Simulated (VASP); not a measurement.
Write the native input for VASP 6.6.1 that does the following.

```
Task                   : relaxation of the atoms
Functional             : PBE
Potentials or basis    : VASP PAW PBE potentials, release 64 (Cu)
Cutoff                 : 300 eV
k mesh                 : 9 × 9 × 9
Occupations            : methfessel-paxton, width 0.1 eV
Spin                   : no spin polarisation
Further INCAR settings : ALGO = Normal; EDIFF = 1e-07; IBRION = 2; EDIFFG = -0.01; NSW = 40
```

The structure of Cu lies in POSCAR:

```
Cu                                      
1.0
    0.0000000000      1.8295982267      1.8295982267
    1.8295982267      0.0000000000      1.8295982267
    1.8295982267      1.8295982267      0.0000000000
  Cu            
     1
Direct
     0.0000000000000000    0.0000000000000000    0.0000000000000000
```

The cell isn't the ideal one: a relaxed cell with its volume scaled by 1.04.

The input as run:

INCAR

```
PREC = Accurate ; ENCUT = 300
EDIFF = 1E-7 ; ISMEAR = 1
SIGMA = 0.1 ; LREAL = F
LASPH = T ; NELM = 80
ALGO = Normal ; ISIF = 2
LWAVE = F ; LCHARG = F
GGA = PE ; IBRION = 2
NSW = 40 ; EDIFFG = -0.01
```

KPOINTS

```
regular mesh
0
Gamma
  9 9 9
```

Potentials or basis: VASP PAW PBE potentials, release 64 (Cu).

Command:

```sh
$ cat potpaw_PBE.64/Cu/POTCAR > POTCAR
$ mpirun -np 1 vasp_std > vasp.out
```

Results of the run:

```json
{
  "Band gap on the k mesh": "none (metal or under the smearing width)"
}
```

Caveat: the relaxation stopped at its first step, so nothing moved.

It took 2.7 s on 1 thread of Intel(R) Xeon(R) Platinum 8488C (Sapphire Rapids) (shared host), peak memory 0.11 GiB.
